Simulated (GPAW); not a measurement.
# SnO (P4/nmm) in GPAW: notebook, part 2 of 2

GPAW 26.7.0. Earlier steps stand in the parts before.

## (4) Band structure, PBEsol, spin-orbit coupling, no magnetisation

run.py

```python
import numpy as np
from ase import Atoms
from ase.dft.bandgap import bandgap
from ase.io import write
from ase.units import GPa
from gpaw import GPAW, PW, setup_paths
from gpaw.spinorbit import soc_eigenstates

setup_paths.insert(0, '.')

atoms = Atoms(['Sn', 'Sn', 'O', 'O'],
              cell=[[3.81369522, 0.0, 0.0],
                    [0.0, 3.81369522, 0.0],
                    [0.0, 0.0, 4.8869133]],
              scaled_positions=[[0.5, 0.0, 0.76462614],
                                [0.0, 0.5, 0.23537386],
                                [0.0, 0.0, 0.0],
                                [0.5, 0.5, 0.0]],
              pbc=True)

calc = GPAW(mode=PW(800),
            xc='PBEsol',
            kpts={'size': (7, 7, 6), 'gamma': True},
            occupations={'name': 'fermi-dirac', 'width': 0.05},
            nbands=33,
            convergence={'density': 1e-05, 'energy': 1e-05},
            maxiter=150,
            txt='gpaw.txt')
atoms.calc = calc
energy = atoms.get_potential_energy()
forces = atoms.get_forces()
stress = atoms.get_stress()
calc.write('gs.gpw')
write('result.traj', atoms)
print(f'Energy: {energy:.6f} eV')
print('Forces (eV/A):')
print(forces.round(4))
print('Stress (GPa):', (stress / GPa).round(3))
print('Fermi level:', round(calc.get_fermi_level(), 4), 'eV')
print(f'Gap: {bandgap(calc)[0]:.4f} eV, direct: {bandgap(calc, direct=True)[0]:.4f} eV')

path = atoms.cell.bandpath('GXMGZRAZ,XR,MA', npoints=60, eps=1e-4)
bs_calc = calc.fixed_density(kpts=path, symmetry='off', nbands=50,
                             convergence={'bands': 'CBM+6.0', 'eigenstates': 1e-6}, txt='bands.txt')
bs = bs_calc.band_structure()
bs.write('bs.json')
print(f'Gap on the path: {bandgap(bs_calc)[0]:.4f} eV')

soc = soc_eigenstates(bs_calc, theta=90, phi=45)
np.savetxt('soc_bands.dat', soc.eigenvalues(), fmt='%.4f')
mesh = soc_eigenstates('gs.gpw', theta=90, phi=45)
np.savetxt('soc_mesh.dat', mesh.eigenvalues(), fmt='%.4f')
print('Fermi level with spin-orbit coupling:', round(mesh.fermi_level, 4), 'eV')
```

Potentials or basis: PAW data sets generated in the run's folder for this functional, pw.

Command:

```
> gpaw-setup -f PBEsol O Sn
> OMP_NUM_THREADS=1 python run.py
```

gpaw.txt:

```text
__  _  _
 | _ |_)|_||  |
 |__||  | ||/\| - 26.7.0

Input parameters:
  mode=PW(ecut=800.0),
  convergence={'density': 1e-05, 'energy': 1e-05},
  kpts=MonkhorstPack(size=(7, 7, 6), gamma=True),
  maxiter=150,
  nbands=33,
  occupations=Occupations(name='fermi-dirac', width=0.05),
  xc=XC(name='PBEsol')

Diagonalizing LCAO Hamiltonian
Converting LCAO to pw mode
   .--------.
  /|        |
 * |        |
 | | Sn     |
 | |        |
 | |        |
 |Sn--------.
 |/    O   /
 O--------*

Atoms  # Å, Bohr magnetons
|   | symbol |        x |        y |        z |    initial magnetic moments |
|---|--------|----------|----------|----------|-----------------------------|
| 0 |     Sn | 1.906848 | 0.000000 | 3.736662 | ( 0.0000,  0.0000,  0.0000) |
| 1 |     Sn | 0.000000 | 1.906848 | 1.150252 | ( 0.0000,  0.0000,  0.0000) |
| 2 |      O | 0.000000 | 0.000000 | 0.000000 | ( 0.0000,  0.0000,  0.0000) |
| 3 |      O | 1.906848 | 1.906848 | 0.000000 | ( 0.0000,  0.0000,  0.0000) |

Unit cell  # Å
| periodic |        x |        y |        z |  lengths |    angles |
|----------|----------|----------|----------|----------|-----------|
|      yes | 3.813695 | 0.000000 | 0.000000 | 3.813695 | 90.000000 |
|      yes | 0.000000 | 3.813695 | 0.000000 | 3.813695 | 90.000000 |
|      yes | 0.000000 | 0.000000 | 4.886913 | 4.886913 | 90.000000 |

Number of symmetries: 8
Symmetry operations  # r_c * U_cc + t_c -> r_c
|   | kind |            matrix            |
|---|------|------------------------------|
| 0 |  E   |  1, 0, 0,  0, 1, 0,  0, 0, 1 |
| 1 |  σ   |  1, 0, 0,  0,-1, 0,  0, 0, 1 |
| 2 |  C2  |  0, 1, 0,  1, 0, 0,  0, 0,-1 |
| 3 |  S4  |  0, 1, 0, -1, 0, 0,  0, 0,-1 |
| 4 |  S4  |  0,-1, 0,  1, 0, 0,  0, 0,-1 |
| 5 |  C2  |  0,-1, 0, -1, 0, 0,  0, 0,-1 |
| 6 |  σ   | -1, 0, 0,  0, 1, 0,  0, 0, 1 |
| 7 |  C2  | -1, 0, 0,  0,-1, 0,  0, 0, 1 |

BZ-sampling:
  Number of BZ points: 294
  Number of IBZ points: 40

  Monkhorst-Pack size: [7, 7, 6]
  Monkhorst-Pack shift: [0.0, 0.0, 0.08333333333333333]

K-points  # in reciprocal-cell coordinates
|     |                                coordinates |     weight |
|-----|--------------------------------------------|------------|
|   0 | (  0.00000000,   0.00000000,   0.00000000) | 0.00340136 |
|   1 | (  0.00000000,   0.00000000,   0.16666667) | 0.00680272 |
|   2 | (  0.00000000,   0.00000000,   0.33333333) | 0.00680272 |
|   3 | (  0.00000000,   0.00000000,   0.50000000) | 0.00340136 |
|   4 | (  0.14285714,   0.00000000,   0.00000000) | 0.01360544 |
|   5 | (  0.14285714,   0.00000000,   0.16666667) | 0.02721088 |
[... 74 lines left out ...]
    |    s |        |       3.404 |    0.688 |
    |    p |        |      18.239 |    0.598 |
    |    d |        |       0.000 |    0.619 |

    Using partial waves for O as LCAO basis

Reference energy: -339939.740564  # eV

eigensolver:
  PPCG
  Converge bands: occupied
  niter=2

density mixing:
  MSR1-Mixer
  Pratt-step length: 0.05
  Maximum mixing coefficient: 0.75
  Old densities: 10
  SVD Regularization: 0.005
  Good broyden scale: 1.0
  Trust region scale: 1.0
  Backstep threshold: 4.0
  History deletion threshold: 6.0
  Fourier metric: weight=20.0, sigma=0.015

occupation numbers:
  Fermi-Dirac:
    width: 0.0500  # eV

poisson solver:
  ecut: 6400.0  # eV

xc functional:
  name: PBEsol with 2 nearest neighbor stencil

convergence criteria:
- Maximum integral of absolute [dens]ity change: 1e-05 electrons / valence electron
- Maximum [total energy] change in last 3 cyles: 1e-05 eV / valence electron
- Maximum integral of absolute [eigenst]ate change: 4e-08 eV^2 / valence electron
maximum number of iterations: 150

SCF iterations
|iter     | |      energy | eigst |  dens |
|---------|-|-------------|-------|-------|
|iter:   1| |  -28.175747 | +0.13 |       |
|iter:   2| |  -27.208958 | -1.55 | -1.03 |
|iter:   3| |  -25.151864 | -1.05 | -1.09 |
|iter:   4| |  -25.120550 | -2.94 | -1.56 |
|iter:   5| |  -25.113292 | -3.16 | -1.80 |
|iter:   6| |  -25.113506 | -4.34 | -2.60 |
|iter:   7| |  -25.113548c| -5.74 | -3.25 |
|iter:   8| |  -25.113554c| -6.19 | -3.79 |
|iter:   9| |  -25.113551c| -6.71 | -4.08 |
|iter:  10| |  -25.113551c| -8.40c| -4.81 |
|iter:  11| |  -25.113551c| -8.68c| -5.24c|

Converged in 11 steps
Energy contributions relative to reference atoms: (reference = -339939.740564)

Energy contributions:
  Kinetic:          32.065297
  Coulomb:         -31.514634
  Zero:              0.197862
  External:          0.000000
  Xc:              -25.861879
  Entropy:          -0.000393
  Spinorbit:         0.000000
  ----------------------------
  Free energy:     -25.113748
  Extrapolated:    -25.113551

dipole moment: (-23.564100, -23.564100, -27.455784)  # |e|*Ang

Fermi level: 6.662
Eigenvalues  # (at kpt = [0.000, 0.000, 0.000])
| band index |      eig [eV] | occ [0-2] |
|------------|---------------|-----------|
|          0 |       -15.412 |     2.000 |
|        ... |               |           |
|         12 |        -1.208 |     2.000 |
|         13 |        -0.105 |     2.000 |
|         14 |         0.189 |     2.000 |
|         15 |         0.189 |     2.000 |
|         16 |         3.015 |     2.000 |
|         17 |         3.301 |     2.000 |
[... 8 lines left out ...]
|         26 |        13.232 |     0.000 |
|         27 |        13.636 |     0.000 |
|        ... |               |           |
|         32 |        21.959 |     0.000 |

Gap: 0.359 eV
Transition (v -> c):
  (s=0, k=0, n=19, [0.00, 0.00, 0.00]) -> (s=0, k=36, n=20, [0.43, 0.43, 0.00])
Direct/indirect transitions are different
Direct gap: 1.950 eV
Transition at: (s=0, k=1, n=19, [0.00, 0.00, 0.17])

Forces  # eV/Ang
|       x |       y |        z |
|---------|---------|----------|
| 0.00000 | 0.00000 | -0.02192 |  # Sn   0
| 0.00000 | 0.00000 |  0.02192 |  # Sn   1
| 0.00000 | 0.00000 |  0.00000 |  # O    2
| 0.00000 | 0.00000 |  0.00000 |  # O    3

Stress tensor  # eV/Ang^3
|        x |        y |        z |
|----------|----------|----------|
| 0.008164 | 0.000000 | 0.000000 |
| 0.000000 | 0.008164 | 0.000000 |
| 0.000000 | 0.000000 | 0.006903 |

# Writing to gs.gpw (mode='')
```

stdout:

```text
Energy: -25.113551 eV
Forces (eV/A):
[[ 0.      0.     -0.0219]
 [ 0.      0.      0.0219]
 [ 0.      0.      0.    ]
 [ 0.      0.      0.    ]]
Stress (GPa): [1.308 1.308 1.106 0.    0.    0.   ]
Fermi level: 6.6619 eV
Gap: 0.3591 eV, direct: 1.9499 eV
Gap on the path: 0.0000 eV
Fermi level with spin-orbit coupling: 6.6579 eV
```

bands.txt:

```text
Diagonalizing LCAO Hamiltonian
Converting LCAO to pw mode
convergence criteria:
- Maximum integral of absolute [eigenst]ate change: 1e-06 eV^2 / valence electron
maximum number of iterations: 150

SCF iterations
|iter     | |      energy | eigst |  dens |
|---------|-|-------------|-------|-------|
|iter:   1| |             | +1.06 |       |
[... 27 lines left out ...]
         [0.4375    , 0.4375    , 0.        ],
         [0.375     , 0.375     , 0.        ],
         [0.3125    , 0.3125    , 0.        ],
         [0.25      , 0.25      , 0.        ],
         [0.1875    , 0.1875    , 0.        ],
[... 39 lines left out ...]
         [0.5       , 0.5       , 0.3       ],
         [0.5       , 0.5       , 0.4       ],
         [0.5       , 0.5       , 0.5       ]])),
  maxiter=150,
  nbands=50,
  occupations=Occupations(name='fermi-dirac', width=0.05),
  symmetry=Symmetry(point_group=False, time_reversal=False),
  xc=XC(name='PBEsol')
```

Run time: 64 s. Hardware: 1 thread of AMD EPYC 9R45 (Zen 5), shared host; peak memory 0.62 GiB.

Results:

* Free energy: -25.1137 eV
* Pressure: -1.2 GPa
* Largest force: 0.022 eV/Å
* Band gap on the k mesh: 0.35 eV, indirect (least direct gap 1.93 eV)
* Band gap along the path: 0.11 eV, indirect (least direct gap 1.90 eV)

Forces on the atoms (eV/Å):
```
Sn   0.000  0.000 -0.022
Sn   0.000  0.000  0.022
O    0.000  0.000  0.000
O    0.000  0.000  0.000
```

Levels at the corners of the path, in eV from the valence-band top:
| point | band 36 | band 37 | band 38 | band 39 | band 40 | band 41 | band 42 | band 43 | band 44 | band 45 |
| --- | --- | --- | --- | --- | --- | --- | --- | --- | --- | --- |
| Γ | -3.23 | -3.15 | -3.15 | -0.01 | -0.01 | 1.95 | 1.95 | 4.03 | 4.03 | 4.58 |
| X | -4.87 | -2.67 | -2.67 | -2.67 | -2.67 | 3.09 | 3.09 | 3.09 | 3.09 | 5.65 |
| M | -2.52 | -1.86 | -1.86 | -1.86 | -1.86 | 0.11 | 0.11 | 0.11 | 0.11 | 4.37 |
| Γ | -3.23 | -3.15 | -3.15 | -0.01 | -0.01 | 1.95 | 1.95 | 4.03 | 4.03 | 4.58 |
| Z | -3.20 | -3.16 | -3.16 | -2.20 | -2.20 | 1.52 | 1.52 | 2.81 | 2.81 | 3.19 |
| R | -4.84 | -1.72 | -1.72 | -1.72 | -1.72 | 2.48 | 2.49 | 2.49 | 2.49 | 5.36 |
| A | -2.62 | -2.52 | -2.52 | -2.52 | -2.52 | 2.35 | 2.35 | 2.35 | 2.35 | 3.88 |
| Z | -3.20 | -3.16 | -3.16 | -2.20 | -2.20 | 1.52 | 1.52 | 2.81 | 2.81 | 3.19 |
| X | -4.87 | -2.67 | -2.67 | -2.67 | -2.67 | 3.09 | 3.09 | 3.09 | 3.09 | 5.65 |
| R | -4.84 | -1.72 | -1.72 | -1.72 | -1.72 | 2.48 | 2.49 | 2.49 | 2.49 | 5.36 |
| M | -2.52 | -1.86 | -1.86 | -1.86 | -1.86 | 0.11 | 0.11 | 0.11 | 0.11 | 4.37 |
| A | -2.62 | -2.52 | -2.52 | -2.52 | -2.52 | 2.35 | 2.35 | 2.35 | 2.35 | 3.88 |

Caveat: spin-orbit coupling was added after a scalar SCF, so levels and gaps hold it while energy, forces, pressure and moments don't; this program's spin-orbit splittings come out too wide for heavy elements; the mesh misses the band edges, which the band path finds closer together. A hybrid or GW would open this gap; PBEsol tends to underestimate it.

## (5) Overview

```tsv
task	level	potentials or basis	spin	k mesh	ranks	band path	band points	spin axis theta (degrees)	spin axis phi (degrees)	gap on the mesh (eV)	pressure (GPa)	largest force (eV/Å)
equation of state	r2SCAN	GPAW PAW data sets (gpaw-data 1.2.1), pw	off	6 × 6 × 5	4	-	-	-	-	-	-	-
band structure	PBEsol	PAW data sets generated in the run's folder for this functional, pw	off	7 × 7 × 6	-	GXMGZRAZ,XR,MA	60	-	-	0.36	-1.2	0.02
band structure	PBEsol	PAW data sets generated in the run's folder for this functional, pw	SOC, no magnetisation	7 × 7 × 6	-	GXMGZRAZ,XR,MA	60	90	45	0.35	-1.2	0.02
```

Alike in all rows: cell as given; cutoff (eV) 800; smearing fermi-dirac 0.05 eV.

Caveats: the mesh misses the band edges, which the band path finds closer together (some runs); the points scatter about the fit (some runs); the PAW data sets were made with another functional, which shifts forces and pressure a little (some runs); spin-orbit coupling is left out, which moves the levels of the heavy elements (some runs); spin-orbit coupling was added after a scalar SCF, so levels and gaps hold it while energy, forces, pressure and moments don't (some runs); this program's spin-orbit splittings come out too wide for heavy elements (some runs).

Total energies depend on the potentials used, so only differences within one code and one set of settings carry meaning.
